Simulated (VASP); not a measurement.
# Re (Fm-3m) in VASP: a series of runs

Aim: see how the results for Re move with the level of theory and the settings. Levels: PBEsol, LDA. Tasks: relaxation of cell and atoms.

Everything below comes from runs of VASP 6.6.1. Logs are shortened: lines on timing, memory, paths and dates and some standing lists are left out, and cuts for length are marked.

## Step 1: Starting point

Symmetry: Fm-3m, No. 225, cubic system. The conventional cell has a = 3.889 Å, b = 3.889 Å, c = 3.889 Å, α = 90.00°, β = 90.00°, γ = 90.00°. Re (site symmetry m-3m) is surrounded by 12 Re at 2.75 Å.

This isn't the form of Re at room conditions, which is hcp.

## Step 2: Relaxation of cell and atoms, PBEsol

The input, INCAR:

```
ALGO     = Normal         # electronic algorithm
EDIFF    = 1E-7           # SCF threshold, eV
EDIFFG   = -0.005         # ionic threshold
ENCUT    = 600            # plane-wave cutoff, eV
GGA      = PS             # functional
IBRION   = 2              # ionic algorithm
ISIF     = 3              # what is computed and relaxed
ISMEAR   = 0              # smearing method
LASPH    = True           # aspherical terms in the spheres
LCHARG   = False          # write CHGCAR
LREAL    = False          # projectors in reciprocal space
LWAVE    = False          # write WAVECAR
NELM     = 100            # most SCF steps
NSW      = 90             # ionic steps
PREC     = Accurate       # precision mode
SIGMA    = 0.1            # smearing width, eV
```

The input, KPOINTS:

```
k-points
0
Gamma
  18 18 18
```

The input, POSCAR:

```
Re
1.0
    0.0000000000      1.9442962900      1.9442962900
    1.9442962900      0.0000000000      1.9442962900
    1.9442962900      1.9442962900      0.0000000000
Re
1
Direct
    0.0000000000      0.0000000000      0.0000000000
```

Potentials or basis: VASP PAW PBE potentials, release 64 (Re).

Run with:

```
cat potpaw_PBE.64/Re/POTCAR > POTCAR
mpirun -np 1 vasp_std > vasp.out
```

OUTCAR:

```text
EDIFF = 1E-7
   EDIFFG = -0.005
   ENCUT = 600
   GGA = PS
   IBRION = 2
   ISIF = 3
   ISMEAR = 0
   LASPH = True
   LREAL = False
   NELM = 100
   NSW = 90
   PREC = Accurate

 ion  position               nearest neighbor table
   1  0.000  0.000  0.000-

  LATTYP: Found a face centered cubic cell.
 ALAT       =     3.8885925800

  Lattice vectors:

 A1 = (   0.0000000000,   1.9442962900,   1.9442962900)
 A2 = (   1.9442962900,   0.0000000000,   1.9442962900)
 A3 = (   1.9442962900,   1.9442962900,   0.0000000000)

Analysis of symmetry for initial positions (statically):
=====================================================================
 Subroutine PRICEL returns:
 Original cell was already a primitive cell.

 Routine SETGRP: Setting up the symmetry group for a
 face centered cubic supercell.

 Subroutine GETGRP returns: Found 48 space group operations
 (whereof 48 operations were pure point group operations)
 out of a pool of 48 trial point group operations.

The static configuration has the point symmetry O_h .

Analysis of symmetry for dynamics (positions and initial velocities):
=====================================================================
 Subroutine PRICEL returns:
 Original cell was already a primitive cell.

 Routine SETGRP: Setting up the symmetry group for a
 face centered cubic supercell.

 Subroutine GETGRP returns: Found 48 space group operations
 (whereof 48 operations were pure point group operations)
 out of a pool of 48 trial point group operations.

The dynamic configuration has the point symmetry O_h .

 Subroutine INISYM returns: Found 48 space group operations
 (whereof 48 operations are pure point group operations),
 and found     1 'primitive' translations

----------------------------------------------------------------------------------------

                                     Primitive cell

  volume of cell :      14.7000

  direct lattice vectors                    reciprocal lattice vectors
     0.000000000  1.944296290  1.944296290    -0.257162451  0.257162451  0.257162451
     1.944296290  0.000000000  1.944296290     0.257162451 -0.257162451  0.257162451
     1.944296290  1.944296290  0.000000000     0.257162451  0.257162451 -0.257162451

  length of vectors
     2.749650183  2.749650183  2.749650183     0.445418431  0.445418431  0.445418431

  position of ions in fractional coordinates (direct lattice)
     0.000000000  0.000000000  0.000000000
[... 86 lines left out ...]
   PSTRESS=    0.0 pullay stress
   NELECT =       7.0000    total number of electrons
   NUPDOWN=      -1.0000    fix difference up-down
   EMIN   =  10.00;   EMAX   =-10.00  energy-range for DOS
   EFERMI =   0.00;   METHOD = LEGACY
   ISMEAR =     0;   SIGMA  =   0.10  broadening in eV -4-tet -1-fermi 0-gaus
   EFERMI_NEDOS =   21; number of points for ismear=-14 and -15
   IALGO  =     38    algorithm
   IMIX   =      4    mixing-type and parameters
     AMIX     =   0.40;   BMIX     =  1.00
     AMIX_MAG =   1.60;   BMIX_MAG =  1.00
  volume/ion in A,a.u.               =      14.70        99.20
  Fermi-wavevector in a.u.,A,eV,Ry     =   1.278405  2.415835 22.236258  1.634319
  Thomas-Fermi vector in A             =   2.410949
   LORBIT       =      0    0 simple, 1 ext, 2 COOP (PROOUT), +10 PAW based schemes
   GGA     = PS    functional components
   LHFCALC =     F    Hartree Fock is set to
   AEXX    =    0.0000 exact exchange contribution
   IVDW    =     0    specifies the selected vdW correction
   LEPSILON=     F    determine dielectric tensor
   LRPA    =     F    only Hartree local field effects (RPA)
 conjugate gradient relaxation of ions
 non-spin polarized calculation
 Gauss-broadening in eV      SIGMA  =   0.10
  energy-cutoff  :      600.00
  volume of cell :       14.70
 maximum number of plane-waves:       531
 NGX is ok and might be reduce to    24
   NGX = 11   NGY = 11   NGZ = 11

--------------------------------------- Ionic step        1  -------------------------------------------

 number of electron       7.0000000 magnetization

 Free energy of the ion-electron system (eV)
  ---------------------------------------------------
  ext. energy  EPLUGINS =         0.00000000
  ---------------------------------------------------
  free energy    TOTEN  =       -13.30244961 eV

  energy without entropy =      -13.29813677  energy(sigma->0) =      -13.30029319

------------------------ aborting loop because EDIFF is reached ----------------------------------------

  FORCE on cell =-STRESS in cart. coord.  units (eV):
  Direction    XX          YY          ZZ          XY          YZ          ZX
  --------------------------------------------------------------------------------------
  -------------------------------------------------------------------------------------
  Total       -0.2193646     -0.2193646     -0.2193646     -0.0000000     -0.0000000     -0.0000000
  in kB      -23.9089121    -23.9089121    -23.9089121     -0.0000000     -0.0000000     -0.0000000
  external PRESSURE =     -23.9089121 kB  Pullay stress =       0.0000000 kB
[... 57 lines left out ...]
--------------------------------------- Ionic step        3  -------------------------------------------

 number of electron       7.0000000 magnetization

 Free energy of the ion-electron system (eV)
  ---------------------------------------------------
  ext. energy  EPLUGINS =         0.00000000
  ---------------------------------------------------
  free energy    TOTEN  =       -13.30312102 eV

  energy without entropy =      -13.29884060  energy(sigma->0) =      -13.30098081

 E-fermi :   8.0646     XC(G=0): -13.8588

 val. band max:        8.0550807292   @ k =  -0.3889   0.4444   0.0556
 cond. band min:       8.0960674218   @ k =  -0.3333   0.2778   0.0000
 fundamental gap:      0.0409866927
 Fermi energy:         8.0646112312

 k-point     1 :       0.0000    0.0000    0.0000
  band No.  band energies     occupation
      1      -2.1395      2.00000
      2       6.1332      2.00000
      3       6.1332      2.00000
      4       6.1332      2.00000
      5       9.3557      0.00000
      6       9.3557      0.00000
      7      22.0338      0.00000
[... 221 lines left out ...]
 k-point    24 :      -0.2222    0.0556    0.0000
  band No.  band energies     occupation
      1       0.1892      2.00000
      2       5.1643      2.00000
      3       6.5970      2.00000
      4       6.7330      2.00000
      5       8.9152      0.00000
      6       9.9834      0.00000
      7      22.4337      0.00000

 [... further k-points ...]
[... 5 lines left out ...]
  --------------------------------------------------------------------------------------
  -------------------------------------------------------------------------------------
  Total       -0.0006417     -0.0006417     -0.0006417      0.0000000      0.0000000      0.0000000
  in kB       -0.0703623     -0.0703623     -0.0703623      0.0000000      0.0000000      0.0000000
  external PRESSURE =      -0.0703623 kB  Pullay stress =       0.0000000 kB
[... 16 lines left out ...]
  FREE ENERGIE OF THE ION-ELECTRON SYSTEM (eV)
  ---------------------------------------------------
  free  energy   TOTEN  =       -13.3031210176 eV

  energy  without entropy=      -13.2988405988  energy(sigma->0) =      -13.30098081

 reached required accuracy - stopping structural energy minimisation
```

Run time: 39 s. Hardware: 1 thread of Intel Xeon Platinum 8175M at 2.50GHz (Skylake/Cascade Lake), shared host; peak memory 0.16 GiB.

What came out:

```
Free energy                            : -13.3031 eV
Relaxed volume                         : 14.61 Å³/atom
Relaxed cell                           : a = 2.744 Å, b = 2.744 Å, c = 2.744 Å, α = 60.00°, β = 60.00°, γ = 60.00°
Space group after relaxing (to 0.05 Å) : Fm-3m (No. 225)
Energy gained by relaxing              : 0.7 meV/atom
Ionic steps                            : 3
Pressure after relaxing                : 0.0 GPa
Band gap on the k mesh                 : none (metal or under the smearing width)
```

Step by step:
```csv
step,energy change (eV),largest force (eV/Å),pressure (GPa),volume (Å³)
1,0.0000,0.0000,-2.39,14.70
2,0.0117,0.0000,10.90,14.24
3,-0.0007,0.0000,-0.01,14.61
```

Final structure:
```
CELL_PARAMETERS angstrom
0.00000 1.94040 1.94040
1.94040 0.00000 1.94040
1.94040 1.94040 0.00000
ATOMIC_POSITIONS crystal
Re 0.00000 0.00000 0.00000
```

Caveat: the PAW data sets were made with another functional, which shifts forces and pressure a little.

## Step 3: Relaxation of cell and atoms, LDA

Edit INCAR of step 2 so:

```diff
@@ -4,3 +4,3 @@
 ENCUT    = 600            # plane-wave cutoff, eV
-GGA      = PS             # functional
+GGA      = CA             # functional
 IBRION   = 2              # ionic algorithm
```

KPOINTS is that of step 2.

POSCAR is that of step 2.

Potentials or basis: VASP PAW LDA potentials, release 64 (Re).

Run with:

```
cat potpaw_LDA.64/Re/POTCAR > POTCAR
mpirun -np 1 vasp_std > vasp.out
```

OUTCAR:

```text
EDIFF = 1E-7
   EDIFFG = -0.005
   ENCUT = 600
   GGA = CA
   IBRION = 2
   ISIF = 3
   ISMEAR = 0
   LASPH = True
   LREAL = False
   NELM = 100
   NSW = 90
   PREC = Accurate

 ion  position               nearest neighbor table
   1  0.000  0.000  0.000-

  LATTYP: Found a face centered cubic cell.
 ALAT       =     3.8885925800

  Lattice vectors:

 A1 = (   0.0000000000,   1.9442962900,   1.9442962900)
 A2 = (   1.9442962900,   0.0000000000,   1.9442962900)
 A3 = (   1.9442962900,   1.9442962900,   0.0000000000)

Analysis of symmetry for initial positions (statically):
=====================================================================
 Subroutine PRICEL returns:
 Original cell was already a primitive cell.

 Routine SETGRP: Setting up the symmetry group for a
[... 281 lines left out ...]
  free energy    TOTEN  =       -13.69457218 eV

  energy without entropy =      -13.69030019  energy(sigma->0) =      -13.69243618

 E-fermi :   8.3561     XC(G=0): -13.9443

 val. band max:        8.3537104708   @ k =   0.5000   0.3889   0.0556
 cond. band min:       8.3596895746   @ k =  -0.3333   0.2778   0.0000
 fundamental gap:      0.0059791038
 Fermi energy:         8.3561339762

 k-point     1 :       0.0000    0.0000    0.0000
  band No.  band energies     occupation
      1      -1.8337      2.00000
      2       6.3676      2.00000
      3       6.3676      2.00000
      4       6.3676      2.00000
      5       9.6340      0.00000
      6       9.6340      0.00000
      7      22.3429      0.00000
[... 221 lines left out ...]
 k-point    24 :      -0.2222    0.0556    0.0000
  band No.  band energies     occupation
      1       0.5093      2.00000
      2       5.4192      2.00000
      3       6.8402      2.00000
      4       6.9738      2.00000
      5       9.1874      0.00000
      6      10.2768      0.00000
      7      22.8154      0.00000

 [... further k-points ...]
[... 5 lines left out ...]
  --------------------------------------------------------------------------------------
  -------------------------------------------------------------------------------------
  Total       -0.0023944     -0.0023944     -0.0023944      0.0000000      0.0000000     -0.0000000
  in kB       -0.2656573     -0.2656573     -0.2656573      0.0000000      0.0000000     -0.0000000
  external PRESSURE =      -0.2656573 kB  Pullay stress =       0.0000000 kB
[... 16 lines left out ...]
  FREE ENERGIE OF THE ION-ELECTRON SYSTEM (eV)
  ---------------------------------------------------
  free  energy   TOTEN  =       -13.6945721801 eV

  energy  without entropy=      -13.6903001872  energy(sigma->0) =      -13.69243618

 reached required accuracy - stopping structural energy minimisation
```

OSZICAR:

```text
N       E                     dE             d eps       ncg     rms          rms(c)
DAV:   1     0.214451142825E+02    0.21445E+02   -0.36257E+03  3150   0.102E+03
DAV:   2    -0.139179283454E+02   -0.35363E+02   -0.32101E+02  4389   0.163E+02
[... 31 lines left out ...]
   3 F= -.13694565E+02 E0= -.13692426E+02  d E =-.579664E-02
       N       E                     dE             d eps       ncg     rms          rms(c)
DAV:   1    -0.136945768263E+02   -0.12135E-04   -0.25319E-04  4270   0.456E-01    0.684E-02
DAV:   2    -0.136945729879E+02    0.38384E-05   -0.49458E-06  4263   0.488E-02    0.249E-02
DAV:   3    -0.136945721571E+02    0.83079E-06   -0.24039E-06  4284   0.342E-02    0.244E-03
DAV:   4    -0.136945721801E+02   -0.23049E-07   -0.38736E-08  1421   0.343E-03
   4 F= -.13694572E+02 E0= -.13692436E+02  d E =-.580413E-02
```

CONTCAR:

```text
Re
   1.00000000000000
    -0.0000000000000000    1.9327875212064365    1.9327875212064365
     1.9327875212064365    0.0000000000000000    1.9327875212064365
     1.9327875212064365    1.9327875212064365   -0.0000000000000000
  Re
     1
Direct
     0.0000000000000000    0.0000000000000000    0.0000000000000000

  0.00000000E+00  0.00000000E+00  0.00000000E+00
```

Run time: 48 s. Hardware: 1 thread of Intel Xeon Platinum 8175M at 2.50GHz (Skylake/Cascade Lake), shared host; peak memory 0.17 GiB.

What came out:

```yaml
Free_energy: -13.6946 eV
Relaxed_volume: 14.44 Å³/atom
Relaxed_cell: a = 2.733 Å, b = 2.733 Å, c = 2.733 Å, α = 60.00°, β = 60.00°, γ = 60.00°
Space_group_after_relaxing_to_0.05_Å: Fm-3m (No. 225)
Energy_gained_by_relaxing: 5.8 meV/atom
Ionic_steps: 4
Pressure_after_relaxing: 0.0 GPa
Band_gap_on_the_k_mesh: none (metal or under the smearing width)
```

The path:
| step | energy change (eV) | largest force (eV/Å) | pressure (GPa) | volume (Å³) |
| --- | --- | --- | --- | --- |
| 1 | 0.0000 | 0.0000 | -7.03 | 14.70 |
| 2 | 0.1106 | 0.0000 | 37.35 | 13.37 |
| 3 | -0.0058 | 0.0000 | -0.26 | 14.45 |
| 4 | -0.0058 | 0.0000 | -0.03 | 14.44 |

Final structure:
```xyz
1
Lattice="0.0000 1.9328 1.9328 1.9328 0.0000 1.9328 1.9328 1.9328 0.0000" Properties=species:S:1:pos:R:3 pbc="T T T"
Re    0.0000    0.0000    0.0000
```

Levels at points of the mesh, in eV from the Fermi level:
```tsv
k point	band 1	band 2	band 3	band 4	band 5	band 6	band 7
(0.00, 0.00, 0.00)	-10.19	-1.99	-1.99	-1.99	1.28	1.28	13.99
(0.50, 0.00, 0.00)	-7.00	-2.21	-2.21	0.39	3.93	3.93	10.28
(0.50, 0.50, 0.00)	-7.00	-6.12	3.02	3.87	4.71	4.71	12.50
```
